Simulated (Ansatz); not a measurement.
C5H11N can be A, `NC1CCCC1`, or B, `C1CCNCC1`.

Calculated with Ansatz (gas phase, PBE0-D4/def2-TZVP geometries, no zero-point term in ΔE). CBS: MP2 limit from def2 TZ/QZ plus the TZ coupled-cluster correction, frozen cores. Functionals use def2-TZVPP. B3LYP here is the variant with VWN-RPA as its local correlation; programs differ in this. Each species was taken in one conformer, which may not be the lowest.

**Question.** Which isomer does CCSD(T)/CBS put lower? Give the gap. (An estimate is asked.)

**Answer.** Ansatz gave: A, by 7.8 kJ/mol.

**Question.** Give E(B) − E(A) in kJ/mol with B3LYP, ωB97M-V, HF/def2-TZVPP, PBE-D4, MP2/def2-TZVPP, CCSD/def2-TZVPP, CCSD(T)/def2-SVP. (An estimate is asked.)

**Answer.** Computed: B3LYP 5.0, ωB97M-V 7.5, HF/def2-TZVPP 3.5, PBE-D4 5.4, MP2/def2-TZVPP 9.5, CCSD/def2-TZVPP 7.0, CCSD(T)/def2-SVP -1.2. The order is the other way round with CCSD(T)/def2-SVP.

Largest T1 diagnostic: 0.009.

Leaving LDA and LC-ωPBE aside and taking each functional with its dispersion term where it has one, the values, not all of them listed here, spread over 5.6 kJ/mol, from BLYP-D4 to ωB97M-V. LDA lies −5.9 kJ/mol from PBE without D4. At CCSD(T), def2-SVP lies −9.0 kJ/mol from the extrapolated value and def2-TZVPP −0.5 kJ/mol.
